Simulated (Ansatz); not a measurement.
# Te: stress in a strained cell

Aim: deform Te (equal xx and yy strain of -3 %) and compute stress, forces and field gradients with LAPW, PAW and all-electron datasets made for the crystal.

Program: Ansatz 0.2.0. Level of theory: DFT LDA, scalar-relativistic. These are calculated values, not measurements.

**1. Starting point**

The structure is trigonal, space group P3_121 (No. 152). Conventional cell: a = 4.458 Å, b = 4.458 Å, c = 5.925 Å, α = 90.00°, β = 90.00°, γ = 120.00°. Around Te (site symmetry 2) lie 2 Te at 2.79 Å.

Structure file:

```
Te
1.0
     4.45800    0.00000    0.00000
    -2.22900    3.86074    0.00000
     0.00000    0.00000    5.92500
Te
3
Cartesian
  3.3212 0.0000 1.9750
  -1.6606 2.8763 3.9500
  0.5684 0.9845 0.0000
```

Atoms are numbered in the order of the input: Te1, Te2, Te3.

**2. The deformed structure**

Space group P3_121 before, P3_121 after.

**3. All-electron LAPW**

Input file input.yaml:

```yaml
crystal:
  lattice:
    - [4.3242594749, 0.0, 0.0]
    - [-2.1621297375, 3.7449185579, 0.0]
    - [0.0, 0.0, 5.925]
  atoms:
    - { symbol: Te, position: [0.745, 0.0, 0.3333333333] }
    - { symbol: Te, position: [0.0, 0.745, 0.6666666667] }
    - { symbol: Te, position: [0.255, 0.255, 0.0] }
kpoints:
  mp_grid: { grid: [9, 9, 6] }
  band_path:
    path:
      - [0.0, 0.0, 0.0]
      - [0.5, 0.0, 0.0]
      - [0.3333333333, 0.3333333333, 0.0]
      - [0.0, 0.0, 0.0]
      - [0.0, 0.0, 0.5]
      - [0.5, 0.0, 0.5]
      - [0.3333333333, 0.3333333333, 0.5]
      - [0.0, 0.0, 0.5]
      - [0.5, 0.0, 0.5]
    npoints: 5
scf:
  occupations: { method: fermi_dirac, width: 0.08 }
hamiltonian:
  xc: lda
  pseudopotentials: { kind: all_electron, lapw: { basis_error: 0.0005 } }
output:
  forces: true
  stress: true
  eigenvalues: true
```

Command:

```sh
$ ansatz run input.yaml --threads 1 --pin off --max-ram 6144MiB --backend cpu --events-out ev --progress --plain --runs-dir out
```

**4. Frozen-core PAW**

Input file input.yaml:

```yaml
crystal:
  lattice:
    - [4.3242594749, 0.0, 0.0]
    - [-2.1621297375, 3.7449185579, 0.0]
    - [0.0, 0.0, 5.925]
  atoms:
    - { symbol: Te, position: [0.745, 0.0, 0.3333333333] }
    - { symbol: Te, position: [0.0, 0.745, 0.6666666667] }
    - { symbol: Te, position: [0.255, 0.255, 0.0] }
kpoints:
  mp_grid: { grid: [9, 9, 6] }
scf:
  occupations: { method: fermi_dirac, width: 0.08 }
hamiltonian:
  xc: lda
  pseudopotentials: { kind: paw }
output:
  forces: true
  stress: true
  eigenvalues: true
  efg: { contact_densities: true }
```

**5. Datasets made for this crystal**

input.yaml, as its differences from that of step 4:

```diff
@@ -15,3 +15,3 @@
   xc: lda
-  pseudopotentials: { kind: paw }
+  pseudopotentials: { kind: all_electron, datasets: crystal }
 output:
```

(Steps that only read results are left out.)

**Question.** What will these runs give? Wanted: pressure; largest shear or deviatoric stress.

The runs gave:

| quantity | value |
| --- | --- |
| pressure | LAPW 2.52, PAW 2.49, crystal datasets 2.52 GPa |
| largest shear or deviatoric stress (LAPW) | 0.99 GPa |

**Reading.** The largest part of the stress beyond the pressure is 0.99 GPa in size, in the zz component; the atoms are carried along and not relaxed. No run of the undeformed cell stands beside it, so the pressure holds what the given cell had before the change. PAW: stress within 0.03 GPa of LAPW, forces within 1 meV/Å. Crystal datasets: stress within 0.01 GPa of LAPW, forces within 1 meV/Å. Spin-orbit coupling is left out, though the cell holds Te; in elements this heavy it can shift bands and gaps by tenths of an eV.
